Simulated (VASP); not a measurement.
All values below come from PBE GGA, VASP's PBE PAW potentials (set 64) (plane waves; VASP 6.6.1).

VASP input:

### POSCAR
```
ZrO2
1
    3.6222428616     0.0000000000     0.0000000000
    0.0000000000     3.6222428616     0.0000000000
    0.0000000000     0.0000000000     5.2756251496
Zr O
2 4
Direct
  0.0000000000   0.0000000000   0.0000000000
  0.5000000000   0.5000000000   0.5000000000
  0.0000000000   0.5000000000   0.1939601064
  0.0000000000   0.5000000000   0.6939601064
  0.5000000000   0.0000000000   0.3060398936
  0.5000000000   0.0000000000   0.8060398936
```

### INCAR
```
! general
SYSTEM   =  ZrO2
PREC     =  Accurate
ENCUT    =  500
LREAL    =  .FALSE.
LASPH    =  .TRUE.

! electronic loop
EDIFF    =  1E-6
NELM     =  100
ALGO     =  Normal
LMAXMIX  =  4

! smearing
ISMEAR   =  0
SIGMA    =  0.05

! functional
GGA      =  PE

! output
LWAVE    =  .FALSE.
LCHARG   =  .TRUE.
```

KPOINTS:
```
Automatic
0
Gamma
 6 6 4
```

POTCAR, in this order: Zr_sv O (PBE.64 set). Program: vasp_std.

What VASP printed:

### OSZICAR
```
       N       E                     dE             d eps       ncg     rms          rms(c)
DAV:   1     0.448182929548E+03    0.44818E+03   -0.27251E+04  1680   0.170E+03
DAV:   2    -0.402655855488E+02   -0.48845E+03   -0.47526E+03  2280   0.451E+02
DAV:   3    -0.681772892285E+02   -0.27912E+02   -0.27813E+02  2396   0.106E+02
DAV:   4    -0.695726637605E+02   -0.13954E+01   -0.13944E+01  2424   0.192E+01
DAV:   5    -0.696054460663E+02   -0.32782E-01   -0.32779E-01  2108   0.264E+00    0.362E+01
DAV:   6    -0.572675528749E+02    0.12338E+02   -0.70707E+01  2036   0.541E+01    0.155E+01
DAV:   7    -0.573626397053E+02   -0.95087E-01   -0.49006E+00  2320   0.135E+01    0.815E+00
DAV:   8    -0.573405142497E+02    0.22125E-01   -0.38121E-01  1972   0.463E+00    0.114E+00
DAV:   9    -0.573407074028E+02   -0.19315E-03   -0.75034E-02  2108   0.149E+00    0.500E-01
DAV:  10    -0.573417653478E+02   -0.10579E-02   -0.23172E-02  1908   0.116E+00    0.282E-01
DAV:  11    -0.573414939891E+02    0.27136E-03   -0.46457E-03  1840   0.480E-01    0.133E-01
DAV:  12    -0.573414571459E+02    0.36843E-04   -0.39085E-04  1928   0.139E-01    0.272E-02
DAV:  13    -0.573414626702E+02   -0.55243E-05   -0.40456E-05  2308   0.426E-02    0.775E-03
DAV:  14    -0.573414632746E+02   -0.60440E-06   -0.11946E-06  1200   0.707E-03
   1 F= -.57341463E+02 E0= -.57341463E+02  d E =-.290351E-27
```

### OUTCAR
```
------------------------ aborting loop because EDIFF is reached ----------------------------------------
  FORCE on cell =-STRESS in cart. coord.  units (eV):
  Direction    XX          YY          ZZ          XY          YZ          ZX
  --------------------------------------------------------------------------------------
  Total        0.0161383      0.0161383      0.0575860      0.0000000      0.0000000      0.0000000
  in kB        0.3735409      0.3735409      1.3329035      0.0000000      0.0000000      0.0000000
  external PRESSURE =       0.6933284 kB  Pullay stress =       0.0000000 kB
  volume of cell :       69.22
      direct lattice vectors                 reciprocal lattice vectors
     3.622242862  0.000000000  0.000000000     0.276072047  0.000000000  0.000000000
     0.000000000  3.622242862  0.000000000     0.000000000  0.276072047  0.000000000
     0.000000000  0.000000000  5.275625150     0.000000000  0.000000000  0.189550996
 POSITION                                       TOTAL-FORCE (eV/Angst)
 -----------------------------------------------------------------------------------
      0.00000      0.00000      0.00000        -0.000000      0.000000      0.000000
      1.81112      1.81112      2.63781        -0.000000      0.000000      0.000000
      0.00000      1.81112      1.02326         0.000000      0.000000     -0.003670
      0.00000      1.81112      3.66107         0.000000      0.000000     -0.003670
      1.81112      0.00000      1.61455        -0.000000      0.000000      0.003670
      1.81112      0.00000      4.25236        -0.000000      0.000000      0.003670
 -----------------------------------------------------------------------------------
    total drift:                                0.000000      0.000000      0.000000
  FREE ENERGIE OF THE ION-ELECTRON SYSTEM (eV)
  ---------------------------------------------------
  free  energy   TOTEN  =       -57.3414632746 eV

  energy  without entropy=      -57.3414632746  energy(sigma->0) =      -57.34146327
```
(Selected blocks of OUTCAR.)

The structure was generated: ZrO2 was put into the tetragonal-ZrO2 type (P4_2/nmc), which need not be its known phase. It was relaxed first.
